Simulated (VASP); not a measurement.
Here is a VASP 6.6.1 calculation.

File INCAR:

```
SYSTEM = C
PREC     = Accurate       ! precision mode
ENCUT    = 520            ! plane-wave cutoff, eV
EDIFF    = 1E-6           ! SCF threshold, eV
ISMEAR   = 0              ! smearing method
SIGMA    = 0.05           ! smearing width, eV
LREAL    = .FALSE.        ! projectors in reciprocal space
LASPH    = .TRUE.         ! aspherical terms in the spheres
NELM     = 100            ! most SCF steps
ALGO     = Normal         ! electronic algorithm
ISIF     = 2              ! what is computed and relaxed
LWAVE    = .FALSE.        ! write WAVECAR
LCHARG   = .FALSE.        ! write CHGCAR
GGA      = PE             ! functional
IVDW     = 12             ! dispersion correction
NBANDS   = 11             ! bands
```

File KPOINTS:

```
regular mesh
0
G
  15 15 15
  0 0 0
```

Contents of POSCAR:

```
C
1.0
    1.1666250292      0.6735512746      3.4306861104
   -1.1666250292      0.6735512746      3.4306861104
    0.0000000000     -1.3471025493      3.4306861104
C
2
Direct
    0.1640000000      0.1640000000      0.1640000000
    0.8360000000      0.8360000000      0.8360000000
```

Potentials or basis: VASP PAW PBE potentials, release 64 (C).

Command:

```sh
$ cat potpaw_PBE.64/C/POTCAR > POTCAR
$ mpirun -np 1 vasp_std > vasp.out
```

Task: Predict the dispersion energy per atom.

Result: -0.141 eV.

Task: Predict the pressure.

Result: 58.3 GPa.

Task: Estimate the largest force.

Result: 0.825 eV/Å.

Forces in eV/Å, atoms in the order of the input:
```
C    0.000  0.000  0.825
C    0.000  0.000 -0.825
```

Caveat: so large a pressure means that the cell lies far from this level's equilibrium, or that cutoff or potentials fall short.
